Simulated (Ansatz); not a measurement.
Bulk crystal (Sn) after relaxation:

Space group Fd-3m:1 (No. 227). a = 6.542 Å, b = 6.542 Å, c = 6.542 Å, α = 90.00°, β = 90.00°, γ = 90.00°
| atom | site | symmetry | x | y | z |
| --- | --- | --- | --- | --- | --- |
| Sn | 8a | -43m | 0.5000 | 0.0000 | 0.5000 |

Miller indices refer to the conventional cell of Fd-3m (No. 227), a = 6.542 Å, b = 6.542 Å, c = 6.542 Å, α = 90.00°, β = 90.00°, γ = 90.00°.

Consider the (100) slab of 8 planes, 11.4 Å thick with 15 Å of vacuum as cut; outer planes Sn (top) and Sn (bottom), all atoms relaxed.

Method: DFT PBEsol, scalar-relativistic, plane waves, PAW (Ansatz). Cutoff 420 eV; k points 8×8×1 on the computed 8-atom cell (Γ-centred); Gaussian smearing, width 0.10 eV; no spin polarisation. The cell repeats along c with a dipole correction in the vacuum.

The work function read from the bulk's Fermi level differs by 0.24 eV, so the slab's middle doesn't match the bulk reference (too thin, or relaxed to another structure or magnetic state).

Question: Estimate the surface energy (mean of both faces).

Answer: 1.02 J/m².

Question: Estimate the work function.

Answer: 4.62 eV.

Question: The top two planes lie 1.635 Å apart in the bulk. How does relaxation change this?

Answer: The spacing becomes 1.665 Å (+1.8 %).